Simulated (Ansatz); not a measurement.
Lu, DFT, PBEsol, PAW with Ansatz's default frozen-core files, scalar-relativistic (Ansatz 0.2.0), run on 1 thread of Arm Neoverse V2 on a shared host.

The cell is COD entry 1538083, as deposited and not checked against the literature; nothing was relaxed.

Command: `ansatz run input.yaml --threads 1 --pin off --max-ram 2048MiB --backend cpu --events-out ev --progress --plain --runs-dir out`

```yaml
crystal:
  lattice:
    - [3.5098988894, 0.0, 0.0]
    - [-1.7549494447, 3.039661603, 0.0]
    - [0.0, 0.0, 5.5666]
  atoms:
    - { symbol: Lu, position: [0.3333333333, 0.6666666667, 0.25] }
    - { symbol: Lu, position: [0.6666666667, 0.3333333333, 0.75] }
kpoints:
  mp_grid: { grid: [13, 13, 8] }
  band_path:
    path:
      - [0.0, 0.0, 0.0]
      - [0.5, 0.0, 0.0]
      - [0.3333333333, 0.3333333333, 0.0]
      - [0.0, 0.0, 0.0]
      - [0.0, 0.0, 0.5]
      - [0.5, 0.0, 0.5]
      - [0.3333333333, 0.3333333333, 0.5]
      - [0.0, 0.0, 0.5]
      - [0.5, 0.0, 0.5]
    npoints: 5
scf:
  occupations: { method: fermi_dirac, width: 0.03 }
hamiltonian:
  xc: pbesol
  pseudopotentials: { kind: paw }
output:
  forces: true
  stress: true
  eigenvalues: true
  efg: { contact_densities: true }
```

(1) How large is the problem that the program sets up?

(2) About how long does it take, and how much memory does it use?

(3) And the same cell and mesh by all-electron LAPW, asked for forces, stress, eigenvalues and the same band path, on the same hardware?

## Answers

(1) 105 irreducible k-points, 1141 plane waves at Γ, 31 bands.

(2) 16 s of wall time for 8 SCF iterations, with a peak of 0.45 GiB. Times on shared machines scatter by tens of per cent.

(3) 48 s, peak memory 0.52 GiB.
